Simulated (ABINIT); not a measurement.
Here is an ABINIT 10.8.3 (patched build) calculation.

run.abi

```
ndtset 7
getwfk -1
scalecart1 3*0.9795861087
scalecart2 3*0.9864848297
scalecart3 3*0.9932883884
scalecart4 3*1.0000000000
scalecart5 3*1.0066227096
scalecart6 3*1.0131594038
scalecart7 3*1.0196128224

pp_dirpath "./"
pseudos "Te.GGA_PBE-JTH.xml, Be.GGA_PBE-JTH.xml"

acell 3*1.0
rprim
     0.0000000000     5.2345413652     5.2345413652
     5.2345413652     0.0000000000     5.2345413652
     5.2345413652     5.2345413652     0.0000000000
ntypat 2
znucl 52 4
natom 2
typat 1 2
xred
     0.7500000000     0.7500000000     0.7500000000
     0.0000000000     0.0000000000     0.0000000000

ecut 23.0
pawecutdg 45.0
pawxcdev 0

kptopt 1
ngkpt 8 8 8
nshiftk 1
shiftk 0.0 0.0 0.0

ixc -109134

nband 9
occopt 3
tsmear 0.00183747

nstep 100
tolvrs 1.0e-9

iomode 3
prtwf 1
prtden 0
prteig 0
prtebands 0
enunit 2
```

Potentials or basis: JTH PAW PBE v2.0.

Run with:

```sh
$ abinit run.abi > log 2>&1
```

Task: Predict the bulk modulus.

Result: 58 GPa (rough).

Task: Predict the equilibrium volume.

Result: 22.73 Å³/atom (rough: see the caveat).

Energy against volume, from the lowest point:
| volume (Å³/atom) | energy (meV/atom) |
| --- | --- |
| 19.979 | 74.13 |
| 20.404 | 51.08 |
| 20.829 | 32.89 |
| 21.254 | 19.05 |
| 21.679 | 9.16 |
| 22.104 | 2.92 |
| 22.529 | 0.00 |

Caveat: pressures at fixed basis lie under the slope of the energies; the minimum lies outside the volumes run; the PAW data sets were made with another functional, which shifts forces and pressure a little. The run has no spin-orbit coupling, so splittings on Te are missing.
